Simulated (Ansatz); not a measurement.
## Trial structures of In3O2: starts and ends

Method: DFT PBE, scalar-relativistic, plane waves, PAW in Ansatz. Settings: cutoff 420 eV, Γ-centred meshes spaced at most about 0.3 Å⁻¹, and about 0.25 Å⁻¹ or finer for metals (2π included), Gaussian smearing. No spin polarisation in the final relaxations.

Each guess was relaxed in cell and atoms at zero pressure, within the symmetry of its start. All energies are static (0 K, no zero-point motion). Coordination counts O atoms around In (those within 1.25 times the shortest such distance or 1.15 times the sum of covalent radii, 1.27 where that leaves under three; the shortest distance is added where it exceeds 1.18 times the sum of covalent radii; a slash parts the counts of unlike sites).

| guess | made from | start group | V start (Å³/atom) | end group | V end (Å³/atom) | coordination at the end | gap on mesh (eV) | E over the lowest end (meV/atom) |
| --- | --- | --- | --- | --- | --- | --- | --- | --- |
| 1 | La2O3 type | P321 | 17.4 | P-62m | 18.5 | In 4 from 2.5 Å | 0 | 319 |
| 2 | Fe3Ge2 type | P-6m2 | 17.8 | P-6m2 | 22.1 | In 3/3 from 2.6 Å | 0 | 242 |
| 3 | random cell | Pm-3m | 20.0 | ? | ? | ? | ? | ? |
| 4 | random cell | Fmmm | 19.4 | Fmmm | 20.8 | In 2 | 0 | 193 |
| 5 | Ga3Pt2 type | P-3m1 | 17.2 | P-3m1 | 18.7 | In 4/6 from 3.7 Å | 0 | 0 |
| 6 | Br2Cl3 type | R-3m | 25.2 | R-3m | 22.7 | In 2 | 0 | 540 |

Guess 3 as it starts:

```xyz
5
Lattice="4.6403 0.0000 0.0000 0.0000 4.6403 0.0000 0.0000 0.0000 4.6403" Properties=species:S:1:pos:R:3 pbc="T T T"
In    0.0000    2.3201    2.3201
In    2.3201    0.0000    2.3201
In    2.3201    2.3201    0.0000
O     2.3201    2.3201    2.3201
O     0.0000    0.0000    0.0000
```

Task: Fill in the missing row: what does this guess relax into, and where does it rank?

Result: It ends in space group Pm-3m (No. 221), with a = 4.771 Å, 21.7 Å³/atom and no gap. It lies 0.90 eV/atom over the lowest end, above guess 6 and so the highest of the set. Counting O atoms around In, this end has In 2 and the lowest (guess 5) has In 4/6 from 3.7 Å.

```cif
data_structure
_symmetry_space_group_name_H-M 'Pm-3m'
_symmetry_Int_Tables_number 221
_cell_length_a 4.7712
_cell_length_b 4.7712
_cell_length_c 4.7712
_cell_angle_alpha 90.000
_cell_angle_beta 90.000
_cell_angle_gamma 90.000
_cell_volume 108.61
loop_
_atom_site_label
_atom_site_type_symbol
_atom_site_symmetry_multiplicity
_atom_site_Wyckoff_symbol
_atom_site_fract_x
_atom_site_fract_y
_atom_site_fract_z
_atom_site_occupancy
In1 In 3 c 0.00000 0.50000 0.50000 1
O1 O 1 b 0.50000 0.50000 0.50000 1
O2 O 1 a 0.00000 0.00000 0.00000 1
```

Formation energies are uncorrected and refer to the elements' standard structures at the same level (O₂ as a molecule).

Task: Is the lowest end bound against the elements?

Result: Yes: its formation energy is −0.87 eV/atom. Whether it is stable depends on the other phases of the system, which aren't compared here.

Weakly bound directions are ill-defined at this level, which has no dispersion term (P-6m2), and this can change margins and order among such cells. In P-3m1, Fmmm, P-6m2, P-62m, R-3m and others an odd number of electrons in the primitive cell allows no gap without spin; a larger cell or a magnetic state could open one. A magnetic state wasn't ruled out in cells without spin, among them R-3m. Cells relaxed within their symmetry can be saddle points. A lower structure may well exist outside this small set. Some types were kept out of the candidates beforehand, so the set may lack a known form.
